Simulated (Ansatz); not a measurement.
The structure comes from a relaxation in the same program, started in the bcc type, and has space group Im-3m. Whether it is a known phase or the ground state wasn't checked.

An input for Te: DFT, PBE, all-electron PAW with datasets made for the crystal, scalar-relativistic (Ansatz 0.2.0).

```yaml
crystal:
  lattice:
    - [-1.9262019357, 1.9262019357, 1.9262019357]
    - [1.9262019357, -1.9262019357, 1.9262019357]
    - [1.9262019357, 1.9262019357, -1.9262019357]
  atoms:
    - { symbol: Te, position: [0.0, 0.0, 0.0] }
kpoints:
  mp_grid: { grid: [14, 14, 14] }
  band_path:
    path:
      - [0.0, 0.0, 0.0]
      - [0.5, -0.5, 0.5]
      - [0.0, 0.0, 0.5]
      - [0.0, 0.0, 0.0]
      - [0.25, 0.25, 0.25]
      - [0.5, -0.5, 0.5]
      - [0.25, 0.25, 0.25]
      - [0.0, 0.0, 0.5]
    npoints: 8
scf:
  occupations: { method: fermi_dirac, width: 0.05 }
hamiltonian:
  xc: pbe
  pseudopotentials: { kind: all_electron, datasets: crystal }
output:
  forces: true
  stress: true
  eigenvalues: true
  efg: { contact_densities: true }
```

Set-up and iterations as logged by Ansatz (the results part is left out, to be predicted):

```
hamiltonian.pseudopotentials.datasets: crystal makes datasets for this crystal and solves the spheres of its atoms anew in each pass: cutoff 160.0 eV, the density's 800.0 eV; for an error of 0.50 meV an atom under PBE, 0.5 meV for the cell; an energy difference from a run of another recipe may be off by several times the error for the cell, under r2SCAN by more, where some 0.1 meV an atom stays at smaller errors; Te in spheres of 1.376 Å, 6 of its electrons in bands, 10 on its site; only band paths and densities of states list, in semicore columns, the levels of the semicore shells that are solved separately: 4d of Te
Engine: ansatz 0.2.0
Pseudopotentials: kind: all_electron
Pseudopotential: Te, paw, valence charge 16, recommended cutoff 160 eV (normal), Koelling and Harmon's equation, gaussian nucleus
Functional definition: PBE
  parameter kappa = 0.804
  parameter beta = 0.06672455060314922
  exchange = pbe_x(kappa = kappa, mu = beta*pi^2/3)
  correlation = pbe_c(beta = beta)
Crystal: 1 atoms, lattice volume = 28.587 Å³
Basis set: ecut = 160 eV, 135 PW (Γ), exchange–correlation on 32×32×32 points (8 copies of the dense FFT grid, shifted against one another)
Bands: 7, of which v1, the nominal top of the filled ones, is band 3 counted from 1 (2 counted from 0)
Symmetry: 48 space group operations
Space group: Im-3m (ITA 229), of the structure as read, at distance tolerance 3.1e-5 Å
k-points: 104 of 2744
Non-local potential: Te, projectors of the file, l = 0: 1, l = 1: 1
PAW form: soft (Blöchl's): semilocal exchange-correlation on the pseudo side does not see the compensation charge
PAW one-centre angular grid: Te, 110 points (default); XC on its mesh's 1857 points in the sphere
Initial density: superposition of atomic densities (neutral atoms: chi_scale 0, normalization atom)
Initial wavefunctions: pseudopotential atomic-orbital guess
Functional: x = pbe(κ = 0.804, μ = 0.2195149727645171), c = pbe(β = 0.06672455060314922)
iter 1 solved again at ethr=5.86e-4 eV; its pass at ethr=1.00e-1 eV (dr2=3.51e-2 eV) is discarded
SCF iter   1: F=—  HF=-184884.060521 eV  |F-HF|=—  |Δ(HF+E_count)|=         —  Δρ=9.49e-3  dr2=2.17e-2  ethr=5.86e-4  ⟨swp⟩=5.9  Hψ=5766  notcnv=0
SCF iter   2: F=—  HF=-184884.059049 eV  |F-HF|=—  |Δ(HF+E_count)|=   1.47e-3  Δρ=4.49e-3  dr2=4.36e-3  ethr=3.62e-4  ⟨swp⟩=2.6  Hψ=1508  notcnv=0  defer=24
iter 3 solved again at ethr=2.83e-7 eV; its pass at ethr=7.26e-5 eV (dr2=1.70e-5 eV) is discarded
SCF iter   3: F=—  HF=-184884.059382 eV  |F-HF|=—  |Δ(HF+E_count)|=   3.34e-4  Δρ=2.88e-4  dr2=1.36e-5  ethr=2.83e-7  ⟨swp⟩=3.1  Hψ=3310  notcnv=0  defer=3
eigensolver tolerance schedule: the retry pair's looser diagonalisation over-reported the residual by 0.25 of it (diagonalisation noise at 0.25 of the residual, at the tolerance the schedule requests for it); recorded, not acted on — ethr = c·dr2/N_el stays at c = 1.0e-1
SCF iter   4: F=—  HF=-184884.059369 eV  |F-HF|=—  |Δ(HF+E_count)|=   1.33e-5  Δρ=9.89e-5  dr2=1.85e-6  ethr=2.26e-7  ⟨swp⟩=2.0  Hψ=1064  notcnv=0  defer=2
SCF iter   5: F=—  HF=-184884.059367 eV  |F-HF|=—  |Δ(HF+E_count)|=   2.05e-6  Δρ=9.11e-6  dr2=3.32e-8  ethr=3.08e-8  ⟨swp⟩=3.0  Hψ=1338  notcnv=0  defer=1
SCF iter   6: F=-184884.059367 eV  HF=-184884.059367 eV  |F-HF|=4.37e-10  |Δ(HF+E_count)|=   4.48e-8  Δρ=8.20e-7  dr2=1.03e-10  ethr=5.53e-10  ⟨swp⟩=2.4  Hψ=1095  notcnv=0  defer=1
```

(1) What pressure will this run report?

(2) Is there a band gap?

Answers

(1) 0.04 GPa (positive in compression).

(2) none: bands cross the Fermi level, a metal.
